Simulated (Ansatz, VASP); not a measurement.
## HfB3 in VASP and in Ansatz

```
CELL_PARAMETERS angstrom
3.50595 0.00000 0.00000
0.00000 3.50595 0.00000
0.00000 0.00000 3.50595
ATOMIC_POSITIONS crystal
Hf 0.00000 0.00000 0.00000
B 0.00000 0.50000 0.50000
B 0.50000 0.00000 0.50000
B 0.50000 0.50000 0.00000
```

Change from the starting cell: species swapped into the TiPd3 type (Pm-3m, No. 221).

Alike in both runs: task single point; functional PBE; k mesh 6 × 6 × 6; occupations gaussian, width 0.1 eV; no spin polarisation.

|  | VASP | Ansatz |
| --- | --- | --- |
| version | VASP 6.6.1 | Ansatz 0.2.0 |
| potentials or method | VASP PAW PBE potentials, release 64 (Hf_pv, B) | scalar-relativistic, plane waves, PAW |
| plane-wave cutoff (eV) | 520 | 420 |
| valence electrons in the cell | 19 | 35 |

VASP gave:

* gap on the k mesh at the Fermi level (eV): none
* pressure (GPa): -15.3

What did Ansatz give for the same quantities?

gap on the k mesh at the Fermi level (eV): none; pressure (GPa): -15.6.

A gap of «none» marks a metal or a gap that the smearing closes. With one functional, cell and mesh, what is left measures potentials, basis and numerics. The two sets of potentials don't hold the same shells in valence.

Caveats: so large a pressure means that the cell lies far from this level's equilibrium, or that cutoff or potentials fall short (VASP). Spin-orbit coupling is left out, which matters for the levels of Hf.
